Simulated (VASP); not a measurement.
**Results of a VASP single-point calculation on NaF (CsCl)**

POSCAR

```
Na F
 1.0000000000000000
     2.7934851914443364   -0.0000000000000000   -0.0000000000000000
    -0.0000000000000000    2.7934851914443364   -0.0000000000000000
    -0.0000000000000000   -0.0000000000000000    2.7934851914443364
 Na  F
   1   1
Cartesian
 -0.0000000000000000  0.0000000000000000  0.0000000000000000
  1.3967425957221682  1.3967425957221682  1.3967425957221682
```

The gap between bands v and c is 7.12 eV. The least direct gap is 7.45 eV.

Band v is the last that the valence electrons fill when counted band by band, and c is the next. Levels in eV from the top of v:

```json
{"point": "Γ", "v−1": "-0.34", "v": "-0.34", "c": "7.12", "c+1": "16.47"}
{"point": "X", "v−1": "-0.22", "v": "-0.22", "c": "11.90", "c+1": "12.98"}
{"point": "M", "v−1": "-1.89", "v": "0.00", "c": "13.01", "c+1": "16.48"}
{"point": "R", "v−1": "-1.69", "v": "-1.69", "c": "15.52", "c+1": "15.52"}
```

Task: Which of these levels of theory gave these results?
A. PBE0
B. LDA
C. HSE06
D. r²SCAN
E. PBE with spin–orbit coupling
F. PBE
G. PBEsol

Result: D.

The INCAR was:

```
IBRION = -1
ISMEAR = 0
LELF = .TRUE.
NBANDS = 14
LASPH = .TRUE.
METAGGA = R2SCAN
ENCUT = 520
EDIFF = 1E-7
NELM = 120
LWAVE = .FALSE.
PREC = Accurate
LCHARG = .TRUE.
NSW = 0
ISIF = 2
ALGO = Normal
SIGMA = 0.01
LREAL = .FALSE.
```
